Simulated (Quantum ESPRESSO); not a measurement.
# HfN: phonon dispersion with PBE

HfN:

```
Hf N
1.0
     0.00000    2.25600    2.25600
     2.25600    0.00000    2.25600
     2.25600    2.25600    0.00000
Hf N
1 1
Direct
  0.00000 0.00000 0.00000
  0.50000 0.50000 0.50000
```

```
Program             : Quantum ESPRESSO 7.5
Task                : phonon dispersion
Functional          : PBE
Potentials or basis : PseudoDojo 0.4.1 SR PBE standard
Cutoff              : 1143 eV
Density cutoff      : 4572 eV
k mesh              : 10 × 10 × 10
Occupations         : cold, width 0.2 eV
Spin                : no spin polarisation
Mixing beta         : 0.5
Most SCF iterations : 120
SCF threshold       : 4e-10 Ry
q mesh              : 2 × 2 × 2
```

```yaml
Relaxed_volume: 11.73 Å³/atom
Relaxed_cell: a = 3.213 Å, b = 3.213 Å, c = 3.213 Å, α = 60.00°, β = 60.00°, γ = 60.00°
Space_group_after_relaxing_to_0.05_Å: Fm-3m (No. 225)
Pressure_after_relaxing: 0.0 GPa
Band_gap_on_the_k_mesh: none (metal or under the smearing width)
Highest_phonon_frequency: 506 cm⁻¹
Zero-point_energy: 0.057 eV/atom
```

The path:
```tsv
step	energy change (eV)	largest force (eV/Å)	pressure (GPa)	volume (Å³)
1	0.0000	0.0000	5.91	22.96
2	-0.0074	0.0000	-2.29	23.66
3	-0.0089	0.0000	-0.08	23.46
4	-0.0089	0.0000	0.00	23.46
```

Final structure:
```
CELL_PARAMETERS angstrom
0.00000 2.27200 2.27200
2.27200 0.00000 2.27200
2.27200 2.27200 0.00000
ATOMIC_POSITIONS crystal
Hf 0.00000 0.00000 0.00000
N 0.50000 0.50000 0.50000
```

Levels at points of the mesh, in eV from the Fermi level:
| k point | band 5 | band 6 | band 7 | band 8 | band 9 | band 10 | band 11 | band 12 | band 13 | band 14 |
| --- | --- | --- | --- | --- | --- | --- | --- | --- | --- | --- |
| (0.00, 0.00, 0.00) | -17.46 | -3.06 | -3.06 | -3.06 | -0.38 | -0.38 | -0.38 | 1.55 | 1.89 | 1.89 |
| (0.00, 0.00, -0.50) | -14.83 | -8.86 | -6.18 | -6.18 | 3.12 | 3.57 | 3.57 | 4.29 | 8.56 | 8.56 |
| (0.00, -0.50, -0.50) | -16.39 | -5.50 | -3.78 | -3.75 | -3.75 | 3.97 | 5.33 | 5.35 | 5.35 | 7.74 |

Phonon frequencies in cm⁻¹ (negative: imaginary):
```csv
q point,frequencies
"(0.000, 0.000, 0.000)",0 0 0 470 470 470
"(0.318, 0.000, 0.318)",113 113 154 455 489 489
"(0.500, 0.150, 0.650)",140 146 153 463 485 490
"(0.346, 0.346, 0.692)",138 140 145 476 481 497
"(0.144, 0.144, 0.288)",70 94 101 469 483 485
"(0.091, 0.091, 0.091)",38 38 40 469 472 472
"(0.409, 0.409, 0.409)",111 111 128 471 503 503
"(0.589, 0.321, 0.589)",134 136 143 474 486 498
"(0.500, 0.275, 0.725)",143 143 147 477 478 492
"(0.500, 0.450, 0.550)",117 118 134 471 503 505
"(0.431, 0.431, 0.639)",129 130 140 473 492 501
"(0.562, 0.125, 0.562)",142 143 159 454 486 489
```

Phonon frequencies at the corners of the path (cm⁻¹, interpolated; i marks imaginary ones):
| point | frequencies |
| --- | --- |
| Γ | 0 0 0 470 470 470 |
| X | 143 143 163 448 487 487 |
| W | 143 143 148 478 478 492 |
| K | 140 145 147 468 483 494 |
| L | 114 114 133 471 506 506 |
| U | 140 145 147 468 483 494 |

Phonon states per cell in windows of 25 cm⁻¹ (negative: imaginary):
```csv
from (cm⁻¹),total,Hf,N
0,0.00,0.00,0.00
25,0.03,0.03,0.00
50,0.10,0.09,0.01
75,0.27,0.26,0.01
100,0.82,0.81,0.01
125,1.60,1.58,0.01
150,0.19,0.18,0.00
175,0.00,0.00,0.00
200,0.00,0.00,0.00
225,0.00,0.00,0.00
250,0.00,0.00,0.00
275,0.00,0.00,0.00
300,0.00,0.00,0.00
325,0.00,0.00,0.00
350,0.00,0.00,0.00
375,0.00,0.00,0.00
400,0.00,0.00,0.00
425,0.00,0.00,0.00
450,0.97,0.01,0.96
475,1.88,0.03,1.85
500,0.17,0.00,0.17
```

Harmonic thermodynamics per atom at this volume (zero-point energy 56.5 meV, Debye temperature from the second moment 657 K):
| T (K) | free energy (meV) | entropy (k_B) | heat capacity Cv (k_B) |
| --- | --- | --- | --- |
| 50 | 56.3 | 0.24 | 0.58 |
| 100 | 53.9 | 0.86 | 1.22 |
| 200 | 41.5 | 1.97 | 2.00 |
| 298.15 | 21.0 | 2.85 | 2.43 |
| 500 | -41.2 | 4.21 | 2.76 |
| 800 | -168.4 | 5.54 | 2.90 |

It took 6.8 min on 4 MPI ranks on Arm Neoverse V2 (shared host), peak memory 0.36 GiB a rank.

Caveat: the q mesh is small, so phonon branches between its points and thermal values are rough. Spin-orbit coupling is left out, which matters for the levels of Hf.
